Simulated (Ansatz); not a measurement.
## HfSiO4 under strain — electric field gradients

The cell is a structure deposited in the COD, relaxed with PBE at fixed cell and then changed (z compressed by 2 %, ions relaxed).

```
CELL_PARAMETERS angstrom
-3.28625 3.28625 2.92197
3.28625 -3.28625 2.92197
3.28625 3.28625 -2.92197
ATOMIC_POSITIONS crystal
Hf 0.75000 0.25000 0.50000
Hf 0.00000 0.00000 0.00000
Si 0.25000 0.75000 0.50000
Si 0.50000 0.50000 0.00000
O 0.13331 0.31911 0.81420
O 0.06911 0.75491 0.68580
O 0.50491 0.31911 0.18580
O 0.06911 0.38331 0.31420
O 0.61669 0.93089 0.68580
O 0.68089 0.86669 0.18580
O 0.24509 0.93089 0.31420
O 0.68089 0.49509 0.81420
```

Sites (sets of like atoms) are named by element and the number of their first atom in this list.

The numbers come from a DFT calculation in Ansatz (PBE, plane waves and PAW, scalar-relativistic, 420 eV cutoff, Γ-centred 7×7×7 k-points, Fermi–Dirac smearing 0.02 eV).

V_zz is the principal component of the electric field gradient with the largest magnitude, η = (V_xx − V_yy)/V_zz and C_Q = eQV_zz/h.

¹⁷⁷Hf: I = 7/2, Q = 3365 mb; ¹⁷O: I = 5/2, Q = -25.58 mb. Quadrupole moments are those of Pyykkö's year-2017 table.

Problem. Give the quadrupolar parameters of the distinct sites.

Solution. 

```json
{"site": "Hf", "atoms (order as listed)": "1, 2", "first shell": "8 O at 2.10–2.23 Å", "V_zz (10²¹ V/m²)": "11.32", "η": "0.00", "C_Q (MHz)": "921"}
{"site": "Si", "atoms (order as listed)": "3, 4", "first shell": "4 O at 1.62 Å", "V_zz (10²¹ V/m²)": "-1.77", "η": "0.00", "C_Q (MHz)": "–"}
{"site": "O", "atoms (order as listed)": "5, 6, 7, 8, 9, 10, …", "first shell": "1 Si at 1.62 Å, 2 Hf at 2.10–2.23 Å", "V_zz (10²¹ V/m²)": "4.44", "η": "0.93", "C_Q (MHz)": "-2.74"}
```

An axis of threefold or higher order runs through Hf and Si, so V_zz lies along it and η is zero.

Si has no stable isotope with a ground-state quadrupole moment in the table, so no C_Q is given.

Without spin–orbit coupling the gradients at and beside Hf can be off by some per cent, at some sites by more. At this changed cell the PBE pressure is 13 GPa. Where η is near 1 the sign of V_zz means little.

The relaxation (3 steps) took 14 s of wall time (49 s of CPU time) and 0.74 GiB at its peak, on 4 threads of Intel Xeon Platinum 8488C (Sapphire Rapids) (x86_64; 16 cores open to the job, memory cap 8.0 GiB, no GPU), a shared host with a load of 0.5 a core.
